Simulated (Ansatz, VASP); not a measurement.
**TiH: VASP beside Ansatz**

Contents of INCAR:

```
  PREC = Accurate
  ENCUT = 520
  EDIFF = 1E-7
  ISMEAR = 0
  SIGMA = 0.15
  LREAL = F
  LASPH = T
  NELM = 100
  ALGO = Normal
  ISIF = 2
  LWAVE = F
  LCHARG = F
  GGA = PS
  NBANDS = 14
```

File KPOINTS:

```
regular mesh
0
Gamma
  20 20 20
```

Contents of POSCAR:

```
TiH
1.0
    0.0000000000      2.0896972200      2.0896972200
    2.0896972200      0.0000000000      2.0896972200
    2.0896972200      2.0896972200      0.0000000000
Ti H
1 1
Direct
    0.0000000000      0.0000000000      0.0000000000
    0.5000000000      0.5000000000      0.5000000000
```

Input for Ansatz:

```yaml
crystal:
  lattice:
    - [0.0, 2.08969722, 2.08969722]
    - [2.08969722, 0.0, 2.08969722]
    - [2.08969722, 2.08969722, 0.0]
  atoms:
    - { symbol: Ti, position: [0.0, 0.0, 0.0] }
    - { symbol: H, position: [0.5, 0.5, 0.5] }
basis:
  ecutwfc: 420
kpoints:
  mp_grid: { grid: [20, 20, 20] }
hamiltonian:
  xc: pbesol
scf:
  occupations: { method: gaussian, width: 0.15 }
output:
  forces: true
  stress: true
  eigenvalues: true
  write_density: true
  write_potential: true
  elf: true
  volumetric_format: npy
```

The cell comes from a database or a generator and needn't be the stable form of this composition.

Alike in both runs: task single point; functional PBEsol; k mesh 20 × 20 × 20; occupations gaussian, width 0.15 eV; no spin polarisation.

|  | VASP | Ansatz |
| --- | --- | --- |
| version | VASP 6.6.1 | Ansatz 0.2.0 |
| potentials or method | VASP PAW PBE potentials, release 64 (Ti_sv, H) | scalar-relativistic, plane waves, PAW |
| plane-wave cutoff (eV) | 520 | 420 |
| valence electrons in the cell | 13 | 13 |

```csv
,VASP,Ansatz,Ansatz less VASP
gap on the k mesh at the Fermi level (eV),none,none,-
pressure (GPa),-3.8,-3.7,+0.09
```

A gap of «none» marks a metal or a gap that the smearing closes.

Caveats: the PAW data sets were made with another functional, which shifts forces and pressure a little (VASP).
